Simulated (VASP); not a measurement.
Wanted: the native input for a VASP 6.6.1 run.

```yaml
Task: relaxation of cell and atoms
Functional: PBE
Potentials_or_basis: VASP PAW PBE potentials, release 64 (Al, N)
Cutoff: 520 eV
k_mesh: 3 × 3 × 1
Occupations: gaussian, width 0.02 eV
Spin: no spin polarisation
Further_INCAR_settings: ALGO = Fast; EDIFF = 1e-07; IBRION = 2; EDIFFG = -0.002; NSW = 80; ISIF = 3
```

The structure of AlN lies in POSCAR:

```
AlN
1.0
    3.1130000000      0.0000000000      0.0000000000
   -1.5565000000      2.6959370800      0.0000000000
    0.0000000000      0.0000000000      4.9810000000
Al N
2 2
Direct
    0.3333333300      0.6666666700      0.0000000000
    0.6666666700      0.3333333300      0.5000000000
    0.3333333300      0.6666666700      0.3800000000
    0.6666666700      0.3333333300      0.8800000000
```

These files were run (other wordings do the same):

INCAR

```
PREC = Accurate
ENCUT = 520
EDIFF = 1E-7
ISMEAR = 0
SIGMA = 0.02
LREAL = F
LASPH = T
NELM = 100
ALGO = Fast
ISIF = 3
LWAVE = F
LCHARG = F
GGA = PE
IBRION = 2
NSW = 80
EDIFFG = -0.002
```

KPOINTS

```
Automatic mesh
0
Gamma
  3 3 1
```

Potentials or basis: VASP PAW PBE potentials, release 64 (Al, N).

Run with:

```sh
$ cat potpaw_PBE.64/Al/POTCAR potpaw_PBE.64/N/POTCAR > POTCAR
$ mpirun -np 4 vasp_std > vasp.out
```

Results of the run:

- Relaxed volume: 10.61 Å³/atom
- Relaxed cell: a = 3.152 Å, b = 3.152 Å, c = 4.934 Å, α = 90.00°, β = 90.00°, γ = 120.00°
- Space group after relaxing (to 0.05 Å): P6_3mc (No. 186)
- Energy gained by relaxing: 5.8 meV/atom
- Ionic steps: 7
- Pressure after relaxing: 0.0 GPa
- Band gap on the k mesh: 3.92 eV, direct

Caveat: the k mesh is coarse (spacing up to 1.26 Å⁻¹), so the values aren't converged.

It took 7.9 s on 4 MPI ranks on AMD EPYC 7R13 Processor (Zen 3), with other jobs on the host, peak memory 0.09 GiB a rank.
